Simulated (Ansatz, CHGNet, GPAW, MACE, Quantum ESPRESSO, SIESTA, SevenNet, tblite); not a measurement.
# AlN/GaN superlattice along [0001] (64 atoms) in tblite

Wanted: tblite inputs and outputs for AlN/GaN superlattice along [0001] (64 atoms), checked against a plane-wave reference.

Method: the method is named at each step, in tblite 0.8.0.

### 1. The starting structure

The cell holds 64 atoms: 24 Al, 32 N and 8 Ga. Its edges and angles: a = 6.378 Å, b = 6.378 Å, c = 19.950 Å, α = 90.0°, β = 90.0°, γ = 120.0°. Wurtzite lattice with in-plane constant 3.189 Å; 3 periods of AlN and 1 of GaN along [0001], 2 x 2 in-plane cells; the two parts stretched along z by 0.9492 and 1.0; every coordinate displaced by a Gaussian of 0.02 Å. Then every atom was moved at random, 0.02 Å r.m.s. a Cartesian component. Regions: AlN, 48 atoms (24 Al and 24 N); GaN, 16 atoms (8 Ga and 8 N). The structure's axis is c.

The yardstick, on the same geometry:

```
method                                           : Kohn-Sham DFT, PBE, PAW, plane waves (Ansatz 0.2.0); cutoff 420 eV, Γ point, fermi-dirac smearing of 0.05 eV; PAW set soft_2
r.m.s. force component                           : 0.9235 eV/Å
longest force                                    : 5.011 eV/Å
pressure                                         : 1.369 GPa
gap (highest filled to lowest empty level) : 2.522 eV
SCF cycles                                       : 10
time                                             : 12 s on 4 threads of Arm Neoverse N1, shared host
CPU time                                         : 43 s
```

### 2. GFN1-xTB

Method: GFN1-xTB tight binding, diagonalisation.

The input, run.py:

```python
import numpy as np
from ase.io import read
from tblite.ase import TBLite

atoms = read("structure.xyz")
atoms.calc = TBLite(method="GFN1-xTB", electronic_temperature=580, accuracy=1.0, max_iterations=250, mixer_damping=0.1, verbosity=1)
energy = atoms.get_potential_energy()
forces = atoms.get_forces()
print(f"energy {energy:.6f} eV")
print("forces (eV/A)")
for i, (a, f) in enumerate(zip(atoms, forces)):
    print(f"{i:4d} {a.symbol:2s} {f[0]:10.5f} {f[1]:10.5f} {f[2]:10.5f}")
stress = -atoms.get_stress(voigt=False) * 160.21766
print("stress (GPa, compression positive)")
for row in stress:
    print(" ".join(f"{x:10.4f}" for x in row))
print("charges (e)")
print(np.array2string(atoms.get_charges(), precision=4, suppress_small=True, max_line_width=110, threshold=100000))
```

The input, structure.xyz:

```xyz
64
Lattice="6.37800 0.00000 0.00000 -3.18900 5.52351 0.00000 0.00000 0.00000 19.94981" Properties=species:S:1:pos:R:3 pbc="T T T"
Al 6.36336 0.01110 0.01077
N -0.03112 1.86540 0.61485
Al 0.01961 1.83165 2.45283
N 3.18457 5.50280 3.05551
Al 0.01374 0.02215 4.94636
N 0.01359 1.83447 5.51034
Al -0.03199 1.81033 7.35490
N 3.19506 5.49048 7.96436
Al 0.01164 0.00215 9.87954
N 0.01263 1.82618 10.45171
Al -0.03486 1.81497 12.32818
N -3.16553 5.49181 12.94882
Ga -3.18090 5.51014 14.78560
N -0.00277 1.86159 15.43497
Ga 0.03970 1.86302 17.37509
N 3.17730 5.51141 17.96839
Al 4.73095 2.73789 19.93664
N -1.57246 4.57628 0.59690
Al -1.58503 4.61307 2.44425
N -1.54370 2.74447 3.00983
Al -1.60059 2.78048 4.92700
N -1.56274 4.57822 5.49198
Al -1.63427 4.64599 7.35709
N 4.77492 2.76656 7.97573
Al 4.77489 2.70619 9.87077
N -1.54864 4.64649 10.43834
Al -1.63953 4.54386 12.28609
N -1.60464 2.80826 12.97476
Ga -1.58445 2.75098 14.72994
N -1.59495 4.58451 15.40903
Ga -1.58481 4.65035 17.37090
N -1.57412 2.76468 17.98376
Al 3.18300 0.03657 19.89375
N 3.17838 1.87993 0.57515
Al 3.14818 1.84099 2.51846
N 3.18690 0.00011 3.02679
Al -0.02025 5.51009 4.91065
N 3.18450 1.83662 5.50695
Al 3.14206 1.86838 7.40337
N 3.13960 0.01221 7.97294
Al 3.18839 0.00613 9.78817
N 3.21056 1.83182 10.43994
Al 3.16865 1.82121 12.34015
N -0.02621 5.49777 12.87920
Ga 3.20000 0.01541 14.78002
N 3.22988 1.83966 15.42938
Ga 3.18737 1.82182 17.34417
N 3.23272 0.02944 17.98894
Al 1.61418 2.76004 19.92308
N 1.57144 4.57949 0.62902
Al 1.54080 4.58650 2.39916
N 1.59450 2.80053 2.99327
Al 1.63165 2.79937 4.94695
N 1.55374 4.60738 5.49996
Al 1.60770 4.60053 7.34931
N 1.61115 2.72674 7.98750
[... 4 atom lines left out ...]
Ga 1.56302 2.80953 14.77882
N 1.62234 4.60478 15.36475
Ga 1.57368 4.61031 17.39224
N 1.63146 2.83549 17.97059
```

The run is started by

```bash
$ OMP_NUM_THREADS=1 python run.py > output.txt
```

Output:

```text
------------------------------------------------------------
  cycle        total energy    energy error   density error
------------------------------------------------------------
      1     -122.6838998917  -1.2282921E+02   1.0350098E+00
      2     -136.5718100779  -1.3887910E+01   7.3326631E-01
      3     -141.7859882896  -5.2141782E+00   3.3112241E-01
      4     -139.3058588354   2.4801295E+00   4.1374797E-01
      5     -143.0011314703  -3.6952726E+00   6.4113552E-02
      6     -143.0111676069  -1.0036137E-02   6.0647445E-02
      7     -142.8457924530   1.6537515E-01   2.3083421E-02
      8     -142.9631318749  -1.1733942E-01   2.6485345E-02
      9     -143.0340610687  -7.0929194E-02   1.3501601E-02
     10     -143.0439217189  -9.8606502E-03   9.1378252E-03
     11     -143.0458636724  -1.9419535E-03   8.4203955E-03
     12     -143.0499672836  -4.1036112E-03   5.1048329E-03
     13     -143.0505210644  -5.5378080E-04   3.8355821E-03
     14     -143.0508799678  -3.5890341E-04   1.8425537E-03
     15     -143.0509710493  -9.1081453E-05   5.7131600E-04
     16     -143.0509842301  -1.3180866E-05   1.9086490E-04
     17     -143.0509852909  -1.0607481E-06   6.7524025E-05
     18     -143.0509849137   3.7714892E-07   5.4547354E-05
     19     -143.0509851165  -2.0273103E-07   4.4130491E-05
     20     -143.0509852868  -1.7028529E-07   2.4042333E-05
     21     -143.0509853884  -1.0161642E-07   8.1634063E-06
------------------------------------------------------------
 total:                                  10.662 sec
energy -3892.615585 eV
forces (eV/A)
   0 Al    0.12687   -0.13153   -0.56814
   1 N     0.29446   -0.28495   -0.89741
   2 Al    0.12215   -0.27776    0.47281
   3 N    -0.17734   -0.05823    0.02321
   4 Al   -0.12359   -0.44009   -0.29129
   5 N     0.08084    0.35845   -0.40630
   6 Al    0.18120    0.19286    0.64485
   7 N    -0.58380    0.45746    0.25678
   8 Al    0.31900   -0.16749   -0.39336
   9 N    -0.50245   -0.04320    0.15863
  10 Al    0.49409    0.26552    0.43403
  11 N    -0.39347    0.41220   -1.39819
  12 Ga    0.31326    0.38853    0.39020
  13 N     0.06317   -0.22149    0.99609
  14 Ga   -0.14638   -0.04975   -0.88579
  15 N     0.09678    0.36170    1.80804
  16 Al    0.63903    0.36188   -0.74005
  17 N    -0.22553    0.47394   -0.82486
  18 Al   -0.16420   -0.22894    0.40498
  19 N    -0.64586    0.14115    0.42219
  20 Al    0.14938   -0.57089   -0.46534
  21 N    -0.52883    0.35245   -0.01256
  22 Al    0.52983   -0.71467    0.26038
  23 N     0.02164    0.08485   -0.11451
[...]
56 Al    0.81163    0.23523    0.33743
  57 N    -0.50635   -0.10544   -0.19664
  58 Al    0.07609   -0.53053    0.34720
  59 N    -0.84728    0.22452   -1.40185
  60 Ga    0.44130   -0.76512    0.11034
  61 N    -0.42387    0.36025    1.82565
  62 Ga    0.45320    0.42612   -1.94529
  63 N    -0.08326   -1.00115    1.70331
stress (GPa, compression positive)
   27.6794    -0.3000    -0.7315
   -0.3000    27.9876     0.0071
   -0.7315     0.0071    29.6212
charges (e)
[ 0.4032 -0.4108  0.4579 -0.4466  0.4481 -0.4459  0.449  -0.4433  0.447  -0.423   0.4249 -0.3863  0.2639
 -0.2893  0.224  -0.3063  0.4287 -0.4104  0.4519 -0.4397  0.4521 -0.4437  0.4602 -0.4516  0.4385 -0.4343
  0.4498 -0.3817  0.2696 -0.2893  0.2245 -0.3117  0.4129 -0.4077  0.4479 -0.435   0.4603 -0.4502  0.4588
 -0.447   0.4521 -0.435   0.437  -0.3905  0.2483 -0.2908  0.2329 -0.2967  0.4199 -0.4075  0.4664 -0.4363
  0.4477 -0.4419  0.4473 -0.4441  0.4501 -0.4318  0.4311 -0.3903  0.2585 -0.285   0.2415 -0.302 ]
```

The job ended after 11 s (1 thread of Arm Neoverse N1, shared host; peak memory 0.12 GiB).

Banners, paths, timers and routine set-up lines are dropped from the logs unmarked, and long logs keep their key lines alone; longer cuts are marked.

Numbers from this run, and their distance from the reference:

```yaml
r_m_s_force_component: 0.6451 eV/Å
r_m_s_difference_of_force_components: 518 meV/Å
longest_difference_of_force_vectors: 2094 meV/Å
force_difference_over_r_m_s_force: 56.09 %
slope_of_forces_against_the_reference_s: 0.5867
correlation_of_force_components: 0.8398
pressure: 28.43 GPa
pressure_difference: 27.06 GPa
```

Length of the force difference by element (eV/Å):

```
element  atoms  mean  most
     Al     24  0.67   1.1
     Ga      8   1.3   2.1
      N     32  0.79   1.9
```

The surroundings of N52, picked at random, nearest first, numbered as they follow in the input and with coordinates relative to it.

```
atom      x      y      z  distance (Å)  bonds  Mulliken charge (e)     Fx     Fy  Fz (eV/Å)
 N52   0.00   0.00   0.00          0.00      4                -0.44  -0.18  -0.33       0.90
Al51  -0.05   1.79  -0.59          1.88      4                 0.47   0.54   0.51       1.53
Al35   1.55  -0.96  -0.47          1.89      4                 0.45   0.69   0.18      -0.56
 Al3  -1.57  -0.97  -0.54          1.93      4                 0.46   0.12  -0.28       0.47
Al53   0.04   0.00   1.95          1.95      4                 0.45  -0.38  -0.40      -0.70
 N50  -0.02   1.78  -2.36          2.96      4                -0.41   0.06   0.43      -1.97
Al49   0.02  -0.04  -3.02          3.02      4                 0.42  -0.56   0.07      -0.51
  N2  -1.63  -0.94  -2.38          3.03      4                -0.41   0.29  -0.28      -0.90
 N34   1.58  -0.92  -2.42          3.03      4                -0.41  -0.29  -0.65       0.45
```

Atoms are counted from 1 here, from 0 in the log.

Forces lie 56 % from the reference's, at 0.27 times its CPU time (on 1 against 4 cores).

### 3. Results

* force difference from the reference: tblite GFN1-xTB, 56 %
* its CPU time: 11 s

**Reading.** Tight binding differs by 56 % (tblite GFN1-xTB); it is another model, with fitted parameters of its own, and the xTB methods hold dispersion. One electronic-structure run takes under half the reference's CPU time: tblite GFN1-xTB, at 56 % in 11 s against 43 s; its pressure misses by +27.1 GPa. Periodic xTB results under one method name differ between programs and library versions. The cell is under 6 Å thick along two periodic directions, so every atom has periodic images of itself close by, which move with it and show among its neighbours and in g(r). The host structure and its lattice constant were typed by rule, without a check against the phase diagram. The electronic-structure runs sample only Γ, in a cell whose shortest periodic width is 6 Å.

[Also dropped from logs without a mark: logging warnings of Python, and SIESTA's first energy breakdown and zero terms.]

[Logs are printed without paths, hosts, clocks, repeated set-up lines and the standing remarks that a program may print on its own settings, such as how far it seeks lower states.]

[Hosts, paths, dates, database ids (printed as entryN), source tags and the programs' standing remarks are cut or masked in the printed files.]
